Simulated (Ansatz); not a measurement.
Cu Kα1 powder pattern (kinematic, no thermal factors).
2θ (°) (relative intensity): 25.20 (22), 29.17 (24), 41.73 (100), 49.37 (10), 51.72 (6), 60.49 (16), 66.58 (4), 68.54 (8), 76.18 (33), 81.73 (3)

The pattern is computed from a structure relaxed with Ansatz 0.2.0, DFT PBE, scalar-relativistic, plane waves, PAW. No spin polarisation. Its elements are As, Nb.

Problem. Give the structure.

Solution. Nb2As.
Space group Fm-3m (No. 225). a = 6.117 Å, b = 6.117 Å, c = 6.117 Å, α = 90.00°, β = 90.00°, γ = 90.00°
```json
{"atom": "Nb", "site": "8c", "symmetry": "-43m", "x": "0.2500", "y": "0.7500", "z": "0.7500"}
{"atom": "As", "site": "4b", "symmetry": "m-3m", "x": "0.5000", "y": "0.0000", "z": "0.0000"}
```

A pattern alone doesn't exclude other cells with like lines; this is the one computed.

It was reached by relaxing an invented guess, and it needn't be the stable form of this composition.
